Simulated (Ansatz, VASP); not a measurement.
This is a calculation of ZnCu for Ansatz 0.2.0. 

File input.yaml:

```yaml
crystal:
  lattice:
    - [2.945, 0.0, 0.0]
    - [0.0, 2.945, 0.0]
    - [0.0, 0.0, 2.945]
  atoms:
    - { symbol: Zn, position: [0.5, 0.5, 0.5] }
    - { symbol: Cu, position: [0.0, 0.0, 0.0] }
hamiltonian:
  xc: pbe
  pseudopotentials: { kind: paw }
kpoints:
  mp_grid: { grid: [9, 9, 9] }
scf:
  occupations: { method: gaussian, width: 0.1 }
output:
  forces: true
  stress: true
  eigenvalues: true
```

Potentials or basis: Ansatz PAW.

Launch:

```bash
$ ansatz run input.yaml --threads 1 --pin off --max-ram 3584MiB --backend cpu --events-out ev --progress --plain --runs-dir out
```

Q: Translate it to VASP 6.6.1. Potentials or basis there: PBE PAW files Cu_GW, Zn_GW, 550 eV.

A: As run (cutoffs and basis follow the program's own potentials, and thresholds, step limits or extra output files can differ):

The input INCAR:

```
  PREC = Accurate
  ENCUT = 550
  EDIFF = 1E-6
  ISMEAR = 0
  SIGMA = 0.1
  LREAL = F
  LASPH = T
  NELM = 60
  ALGO = Normal
  ISIF = 2
  LWAVE = F
  LCHARG = F
  GGA = PE
```

Contents of KPOINTS:

```
regular mesh
0
Gamma
  9 9 9
```

The input POSCAR:

```
ZnCu
1.0
    2.9450000000      0.0000000000      0.0000000000
    0.0000000000      2.9450000000      0.0000000000
    0.0000000000      0.0000000000      2.9450000000
Zn Cu
1 1
Direct
    0.5000000000      0.5000000000      0.5000000000
    0.0000000000      0.0000000000      0.0000000000
```

Potentials or basis: VASP PAW PBE potentials, release 64 (Zn_GW, Cu_GW).

The run is started by

```console
$ cat potpaw_PBE.64/Zn_GW/POTCAR potpaw_PBE.64/Cu_GW/POTCAR > POTCAR
$ mpirun -np 1 vasp_std > vasp.out
```

Both were run:

|  | Ansatz | VASP |
| --- | --- | --- |
| Pressure | 2.5 GPa | 2.2 GPa |

Ansatz's pressure holds a Pulay term of +0.15 GPa for its cutoff of 420 eV, which the other run lacks.

The potentials hold 31 and 23 valence electrons a cell.

Where Ansatz's input types no cutoff or centring, it takes its own default and a Γ-centred mesh.

Pressure is positive in compression.
